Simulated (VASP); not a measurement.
A run of VASP 6.6.1 is set up as follows.

INCAR

```
SYSTEM = Te
PREC = Accurate
ENCUT = 600
EDIFF = 1E-7
ISMEAR = 0
SIGMA = 0.03
LREAL = .False.
LASPH = .True.
NELM = 80
ALGO = Normal
ISIF = 3
LWAVE = .False.
LCHARG = .False.
METAGGA = R2SCAN
LMIXTAU = .True.
IBRION = 2
NSW = 90
EDIFFG = -0.005
```

File KPOINTS:

```
Automatic mesh
0
Gamma
  9 9 6
  0 0 0
```

File POSCAR:

```
Te                                      
1.0
    4.6066186113     -0.0000000000      0.0000000000
   -2.3033093057      3.9894487430      0.0000000000
    0.0000000000      0.0000000000      5.9130219490
  Te            
     3
Direct
     0.2551270247117014    0.0000000000000000    0.3333333332999970
     0.0000000000000003    0.2551270247117018    0.6666666667000030
     0.7448729752882982    0.7448729752882980    0.0000000000000000
```

Potentials or basis: VASP PAW PBE potentials, release 64 (Te).

Run with:

```bash
$ cat potpaw_PBE.64/Te/POTCAR > POTCAR
$ mpirun -np 1 vasp_std > vasp.out
```

Q: Predict the space group after relaxing (to 0.05 Å).

A: P3_121 (No. 152).

Q: What does it give for the relaxed cell?

A: a = 4.606 Å, b = 4.606 Å, c = 5.911 Å, α = 90.00°, β = 90.00°, γ = 120.00°.

Q: Predict the band gap on the k mesh.

A: 0.53 eV, direct.

Forces on the atoms (eV/Å):
```
Te   0.005  0.000  0.000
Te  -0.002  0.004  0.000
Te  -0.002 -0.004  0.000
```

Caveat: the PAW data sets were made with another functional, which shifts forces and pressure a little; spin-orbit coupling is left out, which moves the levels of the heavy elements; an odd mesh through Γ misses points on the zone boundary, where band edges often lie.
